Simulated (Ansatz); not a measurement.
The system is CdSe.

```
Cd Se
1.0
     0.00000    3.07027    3.07027
     3.07027    0.00000    3.07027
     3.07027    3.07027    0.00000
Cd Se
1 1
Direct
  0.00000 0.00000 0.00000
  0.25000 0.25000 0.25000
```

Measurements of this composition are mostly on another form, of space group No. 186.

- Program: Ansatz 0.2.0
- Task: relaxation of cell and atoms
- Functional: BLYP
- Potentials or basis: all-electron LAPW, scalar-relativistic
- Basis error allowed: 0.001 eV/atom
- k mesh: 8 × 8 × 8
- Occupations: fermi-dirac, width 0.05 eV
- Spin: no spin polarisation

At the start: volume 28.94 Å³/atom.

Problem. Where does the relaxation end?

Solution. Over 5 steps the energy falls by 29.8 meV/atom and the volume is 31.53 Å³/atom (+8.9 %); space group F-43m (No. 216, to 0.05 Å).

Step by step:
| step | energy change (eV) | largest force (eV/Å) | volume (Å³) |
| --- | --- | --- | --- |
| 1 | 0.0000 | 0.0000 | 57.88 |
| 2 | -0.0567 | 0.0000 | 64.31 |
| 3 | -0.0596 | 0.0000 | 63.24 |
| 4 | -0.0596 | 0.0000 | 63.06 |
| 5 | -0.0596 | 0.0000 | 63.06 |

Final structure:
```yaml
crystal:
  lattice:
    - [0.00000, 3.15925, 3.15925]
    - [3.15925, 0.00000, 3.15925]
    - [3.15925, 3.15925, 0.00000]
  atoms:
    - { symbol: Cd, position: [0.00000, 0.00000, 0.00000] }
    - { symbol: Se, position: [0.25000, 0.25000, 0.25000] }
```
